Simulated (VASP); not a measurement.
Set up this calculation in VASP 6.6.1, as the native input.

```
Task                   : relaxation of cell and atoms
Functional             : PBE
Potentials or basis    : VASP PAW PBE potentials, release 64 (Hf_pv)
Cutoff                 : 600 eV
k mesh                 : 10 × 10 × 5
Occupations            : fermi-dirac, width 0.05 eV
Spin                   : no spin polarisation
Further INCAR settings : ALGO = Normal; EDIFF = 1e-06; IBRION = 2; EDIFFG = -0.005; NSW = 60; ISIF = 3
```

The structure of Hf lies in POSCAR:

```
Hf
1.0
    3.1967000000      0.0000000000      0.0000000000
   -1.5983500000      2.7684234083      0.0000000000
    0.0000000000      0.0000000000      5.0578000000
Hf
2
Direct
    0.6666666667      0.3333333333      0.7500000000
    0.3333333333      0.6666666667      0.2500000000
```

One way to write it, as run:

INCAR

```
SYSTEM = Hf
  PREC = Accurate
  ENCUT = 600
  EDIFF = 1E-6
  ISMEAR = -1
  SIGMA = 0.05
  LREAL = .False.
  LASPH = .True.
  NELM = 80
  ALGO = Normal
  ISIF = 3
  LWAVE = .False.
  LCHARG = .False.
  GGA = PE
  IBRION = 2
  NSW = 60
  EDIFFG = -0.005
```

KPOINTS

```
regular mesh
0
Gamma
  10 10 5
  0 0 0
```

Potentials or basis: VASP PAW PBE potentials, release 64 (Hf_pv).

Run with:

```bash
$ cat potpaw_PBE.64/Hf_pv/POTCAR > POTCAR
$ mpirun -np 1 vasp_std > vasp.out
```

Results of the run:

* Relaxed volume: 22.42 Å³/atom
* Relaxed cell: a = 3.202 Å, b = 3.202 Å, c = 5.049 Å, α = 90.00°, β = 90.00°, γ = 120.00°
* Space group after relaxing (to 0.05 Å): P6_3/mmc (No. 194)
* Energy gained by relaxing: 0.1 meV/atom
* Ionic steps: 5
* Pressure after relaxing: 0.0 GPa
* Band gap on the k mesh: none (metal or under the smearing width)

Wall time 50 s on 1 thread of Intel(R) Xeon(R) Platinum 8488C (Sapphire Rapids), on a shared host, peak memory 0.19 GiB.
